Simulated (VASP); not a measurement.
# MoS2 in VASP: notebook

The runs below take MoS2 through single point, with PBE+D3(BJ).

Everything below comes from runs of VASP 6.6.1. Logs are shortened: lines on timing, memory, paths and dates and some standing lists are left out, and cuts for length are marked.

### 1 The sheet as given

The cell holds a sheet with vacuum, 12 atoms: a = 3.150 Å, b = 3.150 Å, c = 36.570 Å, α = 90.00°, β = 90.00°, γ = 120.00°.

The cell was built by a generator and needn't be a form met in nature.

### 2 Single point, PBE+D3(BJ)

INCAR reads:

```
SYSTEM = MoS2
PREC = Accurate
ENCUT = 520
EDIFF = 1E-6
ISMEAR = 0
SIGMA = 0.01
LREAL = .FALSE.
LASPH = .TRUE.
NELM = 100
ALGO = Fast
ISIF = 2
LWAVE = .FALSE.
LCHARG = .FALSE.
GGA = PE
IVDW = 12
NBANDS = 64
```

KPOINTS reads:

```
Automatic mesh
0
G
  12 12 1
  0 0 0
```

POSCAR reads:

```
MoS2
1.0
    3.1504611375      0.0000000000      0.0000000000
   -1.5752305687      2.7283793787      0.0000000000
    0.0000000000      0.0000000000     36.5700000000
S Mo
8 4
Direct
    0.3333333333      0.6666666667      0.2089025366
    0.3333333333      0.6666666667      0.2946119886
    0.6666666667      0.3333333333      0.3745014656
    0.6666666667      0.3333333333      0.4601224332
    0.3333333333      0.6666666667      0.5398775668
    0.3333333333      0.6666666667      0.6254985344
    0.6666666667      0.3333333333      0.7053880114
    0.6666666667      0.3333333333      0.7910974634
    0.6666666667      0.3333333333      0.2517797269
    0.3333333333      0.6666666667      0.4173123225
    0.6666666667      0.3333333333      0.5826876775
    0.3333333333      0.6666666667      0.7482202731
```

Potentials or basis: VASP PAW PBE potentials, release 64 (S, Mo_sv).

Launch:

```
> cat potpaw_PBE.64/S/POTCAR potpaw_PBE.64/Mo_sv/POTCAR > POTCAR
> mpirun -np 1 vasp_std > vasp.out
```

OUTCAR:

```text
SYSTEM = MoS2
   PREC = Accurate
   ENCUT = 520
   EDIFF = 1E-6
   ISMEAR = 0
   LREAL = .FALSE.
   LASPH = .TRUE.
   NELM = 100
   ISIF = 2
   GGA = PE
   IVDW = 12
 IVDW          = 12

 ion  position               nearest neighbor table
   1  0.333  0.667  0.209-   9 2.40   9 2.40   9 2.40
   2  0.333  0.667  0.295-   9 2.40   9 2.40   9 2.40
   3  0.667  0.333  0.375-  10 2.40  10 2.40  10 2.40
   4  0.667  0.333  0.460-  10 2.40  10 2.40  10 2.40
   5  0.333  0.667  0.540-  11 2.40  11 2.40  11 2.40
   6  0.333  0.667  0.625-  11 2.40  11 2.40  11 2.40
   7  0.667  0.333  0.705-  12 2.40  12 2.40  12 2.40
   8  0.667  0.333  0.791-  12 2.40  12 2.40  12 2.40
   9  0.667  0.333  0.252-   2 2.40   2 2.40   2 2.40   1 2.40   1 2.40   1 2.40
  10  0.333  0.667  0.417-   4 2.40   4 2.40   4 2.40   3 2.40   3 2.40   3 2.40
  11  0.667  0.333  0.583-   5 2.40   5 2.40   5 2.40   6 2.40   6 2.40   6 2.40
  12  0.333  0.667  0.748-   7 2.40   7 2.40   7 2.40   8 2.40   8 2.40   8 2.40

  LATTYP: Found a hexagonal cell.
 ALAT       =     3.1504611375
 C/A-ratio  =    11.6078245069

  Lattice vectors:

 A1 = (   3.1504611375,   0.0000000000,   0.0000000000)
 A2 = (  -1.5752305687,   2.7283793787,   0.0000000000)
 A3 = (   0.0000000000,   0.0000000000,  36.5700000000)

Analysis of symmetry for initial positions (statically):
=====================================================================
 Subroutine PRICEL returns:
 Original cell was already a primitive cell.

 Routine SETGRP: Setting up the symmetry group for a
 hexagonal supercell.

 Subroutine GETGRP returns: Found 12 space group operations
 (whereof 12 operations were pure point group operations)
 out of a pool of 24 trial point group operations.

The static configuration has the point symmetry D_3d.

Analysis of symmetry for dynamics (positions and initial velocities):
=====================================================================
 Subroutine PRICEL returns:
 Original cell was already a primitive cell.

 Routine SETGRP: Setting up the symmetry group for a
 hexagonal supercell.

 Subroutine GETGRP returns: Found 12 space group operations
 (whereof 12 operations were pure point group operations)
 out of a pool of 24 trial point group operations.

The dynamic configuration has the point symmetry D_3d.

 Subroutine INISYM returns: Found 12 space group operations
[... 121 lines left out ...]
   PSTRESS=    0.0 pullay stress
   NELECT =     104.0000    total number of electrons
   NUPDOWN=      -1.0000    fix difference up-down
   EMIN   =  10.00;   EMAX   =-10.00  energy-range for DOS
   EFERMI =   0.00;   METHOD = LEGACY
   ISMEAR =     0;   SIGMA  =   0.01  broadening in eV -4-tet -1-fermi 0-gaus
   EFERMI_NEDOS =   21; number of points for ismear=-14 and -15
   IALGO  =     68    algorithm
   IMIX   =      4    mixing-type and parameters
     AMIX     =   0.40;   BMIX     =  1.00
     AMIX_MAG =   1.60;   BMIX_MAG =  1.00
  volume/ion in A,a.u.               =      26.20       176.77
  Fermi-wavevector in a.u.,A,eV,Ry     =   1.132273  2.139687 17.443257  1.282043
  Thomas-Fermi vector in A             =   2.268974
   LORBIT       =      0    0 simple, 1 ext, 2 COOP (PROOUT), +10 PAW based schemes
   GGA     = PE    functional components
   LHFCALC =     F    Hartree Fock is set to
   AEXX    =    0.0000 exact exchange contribution
   IVDW    =    12    specifies the selected vdW correction
   LEPSILON=     F    determine dielectric tensor
   LRPA    =     F    only Hartree local field effects (RPA)
 non-spin polarized calculation
 RMM-DIIS sequential band-by-band and
 Gauss-broadening in eV      SIGMA  =   0.01
  energy-cutoff  :      520.00
  volume of cell :      314.34
 maximum number of plane-waves:      8510
 NGX is ok and might be reduce to    24
   NGX = 11   NGY = 11   NGZ =135

 number of electron     104.0000001 magnetization

 Free energy of the ion-electron system (eV)
  ---------------------------------------------------
  ext. energy  EPLUGINS =         0.00000000
  ---------------------------------------------------
  free energy    TOTEN  =       -87.16683536 eV

  energy without entropy =      -87.16683536  energy(sigma->0) =      -87.16683536

 E-fermi :   3.5506     XC(G=0):  -7.5735

 val. band max:        3.4291147899   @ k =   0.0000   0.0000   0.0000
 cond. band min:       4.3655607134   @ k =   0.1667   0.1667   0.0000
 fundamental gap:      0.9364459235
 Fermi energy:         3.5506447165

 k-point     1 :       0.0000    0.0000    0.0000
  band No.  band energies     occupation
      1     -58.0507      2.00000
      2     -58.0507      2.00000
      3     -58.0481      2.00000
      4     -58.0481      2.00000
      5     -32.2135      2.00000
      6     -32.2135      2.00000
[... 1262 lines left out ...]
     63       6.3878      0.00000
     64       6.3878      0.00000

------------------------ aborting loop because EDIFF is reached ----------------------------------------

 Edisp (eV)   -4.87589

 E8    (eV) :    -1.9991

  FORCE on cell =-STRESS in cart. coord.  units (eV):
  Direction    XX          YY          ZZ          XY          YZ          ZX
  --------------------------------------------------------------------------------------
  -------------------------------------------------------------------------------------
  Total      -0.15027    -0.15027    -0.25748    -0.00000     0.00000    -0.00000
  in kB      -0.76594    -0.76594    -1.31234    -0.00000     0.00000    -0.00000
  external pressure =       -0.95 kB  Pullay stress =        0.00 kB

 VOLUME and BASIS-vectors are now :
 -----------------------------------------------------------------------------
  energy-cutoff  :      520.00
  volume of cell :      314.34
      direct lattice vectors                 reciprocal lattice vectors
     3.150461137  0.000000000  0.000000000     0.317413850  0.183258972  0.000000000
    -1.575230569  2.728379379  0.000000000     0.000000000  0.366517944  0.000000000
     0.000000000  0.000000000 36.570000000     0.000000000  0.000000000  0.027344818

 POSITION                                       TOTAL-FORCE (eV/Angst)
 -----------------------------------------------------------------------------------
     -0.00000      1.81892      7.63957         0.000000      0.000000      0.012934
     -0.00000      1.81892     10.77396        -0.000000     -0.000000     -0.013136
      1.57523      0.90946     13.69552        -0.000000     -0.000000      0.013786
      1.57523      0.90946     16.82668         0.000000      0.000000     -0.013706
     -0.00000      1.81892     19.74332        -0.000000     -0.000000      0.013706
     -0.00000      1.81892     22.87448         0.000000      0.000000     -0.013786
      1.57523      0.90946     25.79604        -0.000000      0.000000      0.013136
      1.57523      0.90946     28.93043        -0.000000     -0.000000     -0.012934
      1.57523      0.90946      9.20758         0.000000     -0.000000     -0.001419
     -0.00000      1.81892     15.26111         0.000000     -0.000000      0.000382
      1.57523      0.90946     21.30889        -0.000000      0.000000     -0.000382
     -0.00000      1.81892     27.36242         0.000000      0.000000      0.001419
 -----------------------------------------------------------------------------------
    total drift:                               -0.000000     -0.000000     -0.000000

  FREE ENERGIE OF THE ION-ELECTRON SYSTEM (eV)
  ---------------------------------------------------
  free  energy   TOTEN  =       -92.0427222459 eV

  energy  without entropy=      -92.0427222459  energy(sigma->0) =      -92.04272225
```

OSZICAR:

```text
N       E                     dE             d eps       ncg     rms          rms(c)
DAV:   1     0.951930156950E+03    0.95193E+03   -0.57430E+04  2888   0.147E+03
DAV:   2    -0.270203952361E+02   -0.97895E+03   -0.95127E+03  2976   0.374E+02
DAV:   3    -0.903880072356E+02   -0.63368E+02   -0.62281E+02  3008   0.845E+01
[... 16 lines left out ...]
RMM:  20    -0.871668035017E+02   -0.11006E-04   -0.99674E-07  1796   0.222E-03    0.182E-03
RMM:  21    -0.871668141911E+02   -0.10689E-04   -0.59384E-07  1723   0.155E-03    0.694E-04
RMM:  22    -0.871668278602E+02   -0.13669E-04   -0.59657E-07  1495   0.138E-03    0.612E-04
RMM:  23    -0.871668325194E+02   -0.46591E-05   -0.25975E-07  1181   0.976E-04    0.451E-04
RMM:  24    -0.871668348910E+02   -0.23717E-05   -0.20711E-07  1189   0.975E-04    0.212E-04
RMM:  25    -0.871668353551E+02   -0.46410E-06   -0.67172E-08   968   0.805E-04
   1 F= -.92042722E+02 E0= -.92042722E+02  d E =-.281734E-68
```

stdout:

```text
POSCAR found type information on POSCAR S Mo
 POSCAR found :  2 types and      12 ions
 scaLAPACK will be used
 LDA part: xc-table for (Slater+PW92), standard interpolation
 POSCAR, INCAR and KPOINTS ok, starting setup
 FFT: planning ... GRIDC
 FFT: planning ... GRID_SOFT
 FFT: planning ... GRID
 WAVECAR not read
 entering main loop
```

It took 6.2 min on 1 thread of Intel Xeon 6975P-C (Granite Rapids), shared host; peak memory 0.54 GiB.

What came out:

```
Free energy                : -92.0427 eV
Largest force              : 0.014 eV/Å
Band gap on the k mesh     : 0.94 eV, indirect (least direct gap 1.72 eV)
Dispersion energy per atom : -0.406 eV
```

Forces in eV/Å, atoms in the order of the input:
```
S    0.000  0.000  0.013
S    0.000  0.000 -0.013
S    0.000  0.000  0.014
S    0.000  0.000 -0.014
S    0.000  0.000  0.014
S    0.000  0.000 -0.014
S    0.000  0.000  0.013
S    0.000  0.000 -0.013
Mo   0.000  0.000 -0.001
Mo   0.000  0.000  0.000
Mo   0.000  0.000  0.000
Mo   0.000  0.000  0.001
```

### 3 Single point, PBE+D3(BJ)

This run uses another cell than the first one, of 26.35 Å³/atom, 1.006 times its volume.

INCAR reads:

```
  PREC = Accurate
  ENCUT = 520
  EDIFF = 1E-6
  ISMEAR = 0
  SIGMA = 0.01
  LREAL = F
  LASPH = T
  NELM = 100
  ALGO = Fast
  ISIF = 2
  LWAVE = F
  LCHARG = F
  GGA = PE
  IVDW = 12
  NBANDS = 64
```

KPOINTS reads:

```
regular mesh
0
Gamma
  12 12 1
```

POSCAR reads:

```
MoS2
1.0
    3.1600000000      0.0000000000      0.0000000000
   -1.5800000000      2.7366402760      0.0000000000
    0.0000000000      0.0000000000     36.5700000000
S Mo
8 4
Direct
    0.3333333333      0.6666666667      0.2050861362
    0.3333333333      0.6666666667      0.2904019688
    0.6666666667      0.3333333333      0.3732567678
    0.6666666667      0.3333333333      0.4585726005
    0.3333333333      0.6666666667      0.5414273995
    0.3333333333      0.6666666667      0.6267432322
    0.6666666667      0.3333333333      0.7095980312
    0.6666666667      0.3333333333      0.7949138638
    0.6666666667      0.3333333333      0.2477440525
    0.3333333333      0.6666666667      0.4159146842
    0.6666666667      0.3333333333      0.5840853158
    0.3333333333      0.6666666667      0.7522559475
```

Potentials or basis: VASP PAW PBE potentials, release 64 (S, Mo_sv).

Launch:

```
> cat potpaw_PBE.64/S/POTCAR potpaw_PBE.64/Mo_sv/POTCAR > POTCAR
> mpirun -np 1 vasp_std > vasp.out
```

OUTCAR:

```text
PREC = Accurate
   ENCUT = 520
   EDIFF = 1E-6
   ISMEAR = 0
   LREAL = F
   LASPH = T
   NELM = 100
   ISIF = 2
   GGA = PE
   IVDW = 12
 IVDW          = 12

 ion  position               nearest neighbor table
   1  0.333  0.667  0.205-   9 2.40   9 2.40   9 2.40
   2  0.333  0.667  0.290-   9 2.40   9 2.40   9 2.40
   3  0.667  0.333  0.373-  10 2.40  10 2.40  10 2.40
   4  0.667  0.333  0.459-  10 2.40  10 2.40  10 2.40
   5  0.333  0.667  0.541-  11 2.40  11 2.40  11 2.40
[... 1501 lines left out ...]
  external pressure =       -3.47 kB  Pullay stress =        0.00 kB

 VOLUME and BASIS-vectors are now :
 -----------------------------------------------------------------------------
  energy-cutoff  :      520.00
  volume of cell :      316.25
      direct lattice vectors                 reciprocal lattice vectors
     3.160000000  0.000000000  0.000000000     0.316455696  0.182705781  0.000000000
    -1.580000000  2.736640276  0.000000000     0.000000000  0.365411563  0.000000000
     0.000000000  0.000000000 36.570000000     0.000000000  0.000000000  0.027344818

 POSITION                                       TOTAL-FORCE (eV/Angst)
 -----------------------------------------------------------------------------------
     -0.00000      1.82443      7.50000        -0.000000      0.000000     -0.076756
     -0.00000      1.82443     10.62000        -0.000000      0.000000      0.092424
      1.58000      0.91221     13.65000        -0.000000     -0.000000     -0.076097
      1.58000      0.91221     16.77000         0.000000      0.000000      0.077942
     -0.00000      1.82443     19.80000        -0.000000     -0.000000     -0.077942
     -0.00000      1.82443     22.92000        -0.000000      0.000000      0.076097
      1.58000      0.91221     25.95000         0.000000     -0.000000     -0.092424
      1.58000      0.91221     29.07000         0.000000      0.000000      0.076756
      1.58000      0.91221      9.06000         0.000000      0.000000      0.033817
     -0.00000      1.82443     15.21000        -0.000000      0.000000      0.001329
      1.58000      0.91221     21.36000         0.000000      0.000000     -0.001329
     -0.00000      1.82443     27.51000         0.000000     -0.000000     -0.033817
 -----------------------------------------------------------------------------------
    total drift:                                0.000000     -0.000000      0.000000

  FREE ENERGIE OF THE ION-ELECTRON SYSTEM (eV)
  ---------------------------------------------------
  free  energy   TOTEN  =       -92.0303368166 eV

  energy  without entropy=      -92.0303368166  energy(sigma->0) =      -92.03033682
```

Wall time 6.3 min (1 thread of Intel Xeon 6975P-C (Granite Rapids), shared host); peak memory 0.54 GiB.

What came out:

```
Free energy                : -92.0303 eV
Largest force              : 0.092 eV/Å
Band gap on the k mesh     : 1.02 eV, indirect (least direct gap 1.69 eV)
Dispersion energy per atom : -0.399 eV
```

Forces in eV/Å, atoms in the order of the input:
```
S    0.000  0.000 -0.077
S    0.000  0.000  0.092
S    0.000  0.000 -0.076
S    0.000  0.000  0.078
S    0.000  0.000 -0.078
S    0.000  0.000  0.076
S    0.000  0.000 -0.092
S    0.000  0.000  0.077
Mo   0.000  0.000  0.034
Mo   0.000  0.000  0.001
Mo   0.000  0.000 -0.001
Mo   0.000  0.000 -0.034
```
